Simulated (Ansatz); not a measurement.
# Cost and result for the equilibrium volume of Cu

```xyz
1
Lattice="0.0000 1.8075 1.8075 1.8075 0.0000 1.8075 1.8075 1.8075 0.0000" Properties=species:S:1:pos:R:3 pbc="T T T"
Cu    0.0000    0.0000    0.0000
```

```csv
rung,level,program and potentials,cutoff (eV),k mesh,smearing,task,core time,chip,equilibrium volume (Å³/atom),miss,notes
GGA,BLYP,"Ansatz, Ansatz PAW",420,13 × 13 × 13,fermi-dirac 0.05,relaxation of cell and atoms,3.9 s,Intel Xeon 6975P-C Granite Rapids,(a),?,"potentials made for PBE, which Ansatz adapts in part"
GGA,rPW86-PBE,"Ansatz, Ansatz PAW",420,13 × 13 × 13,fermi-dirac 0.05,relaxation of cell and atoms,5.4 s,Intel Xeon Platinum 8259CL Skylake/Cascade Lake,12.53,+6.1 %,"potentials made for PBE, which Ansatz adapts in part"
meta-GGA,r2SCAN,"Ansatz, Ansatz PAW",500,13 × 13 × 13,fermi-dirac 0.05,relaxation of cell and atoms,8.4 s,Arm Neoverse V2,11.43,-3.2 %,"potentials made for PBE, which Ansatz adapts in part"
GGA + dispersion,revPBE+D4,"Ansatz, Ansatz PAW",420,13 × 13 × 13,fermi-dirac 0.05,relaxation of cell and atoms,9.6 s,Intel Xeon Platinum 8259CL Skylake/Cascade Lake,11.22,-5.0 %,"potentials made for PBE, which Ansatz adapts in part"
GGA,PBE,"Ansatz, Ansatz PAW (files of its older set among them)",700,13 × 13 × 13,fermi-dirac 0.05,equation of state,12 s,Arm Neoverse V2,11.94,+1.1 %,-
GGA + dispersion,RPBE+D4,"Ansatz, Ansatz PAW",420,13 × 13 × 13,fermi-dirac 0.05,relaxation of cell and atoms,14 s,Intel Xeon Platinum 8259CL Skylake/Cascade Lake,11.21,-5.1 %,"potentials made for PBE, which Ansatz adapts in part"
hybrid,PBE0,"Ansatz, Ansatz PAW",420,7 × 7 × 7,fermi-dirac 0.05,relaxation of cell and atoms,58 s,Arm Neoverse V1,11.93,+1.0 %,"coarse mesh; potentials made for PBE, which Ansatz adapts in part"
hybrid,revPBE0,"Ansatz, Ansatz PAW",420,7 × 7 × 7,fermi-dirac 0.05,equation of state,2 min,Arm Neoverse V1,12.19,+3.2 %,"coarse mesh; potentials made for PBE, which Ansatz adapts in part"
```

Times are single runs on shared hosts and different chips, so they are rough; meshes, cutoffs and the tasks' sizes weigh on the time. All rows: no spin polarisation. Smearing widths are in eV. For a metal such meshes aren't converged. Meshes differ between rows, which moves values too. Meshes are those of the run's cell of 1 atom unless a note names another. Relaxations start from the cell shown or near it and stop with a little pressure left. Misses use the values as printed. Runs on faulty files, with rough fits or with known faults for this quantity aren't shown. No row holds spin-orbit coupling.

Measured: 11.81 Å³/atom at 298 K (a printed reference work). The runs are for a static lattice.

Estimate the value left out from the other rows.

(a) 12.67 Å³/atom, miss +7.3 %.
